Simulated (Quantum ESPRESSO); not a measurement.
A run of Quantum ESPRESSO 7.5 is set up as follows.

File pw.in:

```
&CONTROL
  calculation = 'scf'
  prefix = 'pwscf'
  outdir = './tmp'
  pseudo_dir = './pseudo'
  tprnfor = .true.
  tstress = .true.
  disk_io = 'low'
/
&SYSTEM
  ibrav = 0
  nat = 2
  ntyp = 2
  ecutwfc = 56
  ecutrho = 448
  nbnd = 21
  occupations = 'smearing'
  smearing = 'fd'
  degauss = 0.00367493
  nspin = 2
  starting_magnetization(1) = 0.1875
  starting_magnetization(2) = 0
/
&ELECTRONS
  conv_thr = 4d-10
  electron_maxstep = 120
  mixing_beta = 0.3
/
ATOMIC_SPECIES
Fe    55.8450 fe_pbe_v1.5.uspp.F.UPF
O     15.9990 o_pbe_v1.2.uspp.F.UPF
CELL_PARAMETERS bohr
   0.0000000000    4.0731159914    4.0731159914
   4.0731159914    0.0000000000    4.0731159914
   4.0731159914    4.0731159914    0.0000000000
ATOMIC_POSITIONS bohr
Fe     0.0000000000    0.0000000000    0.0000000000
O      4.0731159914    4.0731159914    4.0731159914
K_POINTS automatic
4 4 4 1 1 1
```

scf2.in

```
&CONTROL
  calculation = 'scf'
  prefix = 'pwscf'
  outdir = './tmp'
  pseudo_dir = './pseudo'
  tprnfor = .true.
  tstress = .true.
  disk_io = 'low'
/
&SYSTEM
  ibrav = 0
  nat = 2
  ntyp = 2
  ecutwfc = 56
  ecutrho = 448
  nbnd = 21
  occupations = 'smearing'
  smearing = 'fd'
  degauss = 0.00367493
  nspin = 2
  starting_magnetization(1) = 0.1875
  starting_magnetization(2) = 0
/
&ELECTRONS
  conv_thr = 1d-13
  electron_maxstep = 120
  mixing_beta = 0.3
  startingpot = 'file'
  startingwfc = 'file'
/
ATOMIC_SPECIES
Fe    55.8450 fe_pbe_v1.5.uspp.F.UPF
O     15.9990 o_pbe_v1.2.uspp.F.UPF
CELL_PARAMETERS bohr
   0.0000000000    4.0731159914    4.0731159914
   4.0731159914    0.0000000000    4.0731159914
   4.0731159914    4.0731159914    0.0000000000
ATOMIC_POSITIONS bohr
Fe     0.0000000000    0.0000000000    0.0000000000
O      4.0731159914    4.0731159914    4.0731159914
K_POINTS automatic
4 4 4 1 1 1
```

File ph.in:

```
phonons of FeO
&INPUTPH
  prefix = 'pwscf'
  outdir = './tmp'
  tr2_ph = 1d-18
  fildyn = 'dyn'
  niter_ph = 90
  alpha_mix(1) = 0.4
/
0.0000000000 0.0000000000 0.0000000000
```

File dynmat.in:

```
&INPUT
  fildyn = 'dyn'
  asr = 'crystal'
  filout = 'dynmat.disp'
  fileig = 'dynmat.eig'
/
```

Potentials or basis: GBRV 1.5 PBE.

The run is started by

```console
$ OMP_NUM_THREADS=1 pw.x -in pw.in > pw.out
$ OMP_NUM_THREADS=1 pw.x -in scf2.in > scf2.out
$ OMP_NUM_THREADS=1 ph.x -in ph.in > ph.out
$ OMP_NUM_THREADS=1 dynmat.x -in dynmat.in > dynmat.out
```

(1) What does it give for the highest phonon frequency at Γ?

(2) Predict the band gap on the k mesh.

Answers

(1) 245 cm⁻¹.

(2) none (metal or under the smearing width).

Caveat: the k mesh is coarse (spacing up to 0.63 Å⁻¹), so the values aren't converged; the mesh is thin for the phonons of a metal; a cell with one magnetic atom can't hold antiferromagnetic order, which such compounds often take; semilocal functionals often make such compounds metallic where correlation or magnetic order opens a gap, which also shifts bond lengths.
